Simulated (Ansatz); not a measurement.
**MgO: moving Mg off its site**

MgO, Fm-3m, a = 4.270 Å (as given, not relaxed at this level: -1.7 GPa). Ansatz: PBE, PAW, 420 eV, Γ-centred 10×10×10 mesh on 2 atoms, Gaussian smearing 0.05 eV; no spin polarisation.

```xyz
2
Lattice="0.0000 2.1351 2.1351 2.1351 0.0000 2.1351 2.1351 2.1351 0.0000" Properties=species:S:1:pos:R:3 pbc="T T T"
Mg    0.0000    0.0000    0.0000
O     2.1351    2.1351    2.1351
```

Atom 1 (Mg) moves by x along the unit vector (0.000, 0.000, -1.000), with its periodic images; all else is held. y is the free energy of the cell over the start, F the force along the path summed over the moved atoms. Symmetry makes y even in x.

| x (Å) | y (meV) | F (eV/Å) |
| --- | --- | --- |
| -0.3000 | 273.0 | 2.33 |
| -0.1500 | 54.4 | 0.78 |
| 0.0000 | 0.0 | 0.00 |
| 0.0375 | 3.1 | -0.17 |
| 0.0750 | 12.8 | -0.35 |
| 0.1125 | 29.5 | -0.55 |
| 0.1875 | 88.9 | -1.07 |
| 0.2250 | ? | ? |
| 0.2625 | 195.4 | -1.82 |

Q: Fit y = c2 x² + c4 x⁴ to the energies of the other rows, give the force constant, and predict energy and force of the missing row.

A: Least squares on the rows shown. y = 2206.5 x² + 9173.1 x⁴. The force constant is 2 c2 = 4.41 eV/Å² (for all images moving together, not for a lone atom). With two atoms in a cubic cell this is the optical mode at Γ without the LO field: ω = 521.5 √(2 c2/μ) = 353 cm⁻¹ for μ = 9.65 u. The force −dy/dx at the missing row is -1.41 eV/Å (computed -1.41). At x = 0.2250 the fit asked for gives 135.2 meV. The run gave 135.1 meV, so the fit is 0.1 meV too high, within the rms miss on the fitted rows (0.1 meV).